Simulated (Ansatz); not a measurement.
# Ge (bcc type): the cost of one run

Program: Ansatz 0.2.0. Level of theory: DFT PBE, with the methods named in each step. These are calculated values, not measurements.

**1. The system as given**

Symmetry: Im-3m, No. 229, cubic system. The conventional cell has a = 3.362 Å, b = 3.362 Å, c = 3.362 Å, α = 90.00°, β = 90.00°, γ = 90.00°. Around Ge (site symmetry m-3m) lie 8 Ge at 2.91 Å.

Structure file:

```
Ge
1.0
    -1.68099    1.68099    1.68099
     1.68099   -1.68099    1.68099
     1.68099    1.68099   -1.68099
Ge
1
Direct
  0.00000 0.00000 0.00000
```

**2. Bcc relaxed, PAW**

Contents of input.yaml:

```yaml
crystal:
  lattice:
    - [-1.6809877034, 1.6809877034, 1.6809877034]
    - [1.6809877034, -1.6809877034, 1.6809877034]
    - [1.6809877034, 1.6809877034, -1.6809877034]
  atoms:
    - { symbol: Ge, position: [0.0, 0.0, 0.0] }
kpoints:
  mp_grid: { grid: [17, 17, 17] }
scf:
  occupations: { method: fermi_dirac, width: 0.05 }
hamiltonian:
  xc: pbe
  pseudopotentials: { kind: paw_fr }
output:
  forces: true
  stress: true
relax:
  f_tol: 0.005
  max_steps: 40
  cell: {}
magnetization:
  noncollinear: true
  spin_orbit: true
```

The run is started by

```console
> ansatz run input.yaml --threads 2 --pin off --max-ram 6144MiB --backend cpu --events-out ev --progress --plain --runs-dir out
```

**Question.** How long does this run take on 2 threads of Arm Neoverse V2, shared host, and how much memory does it need?

About 9.2 s, with a peak of 0.44 GiB.
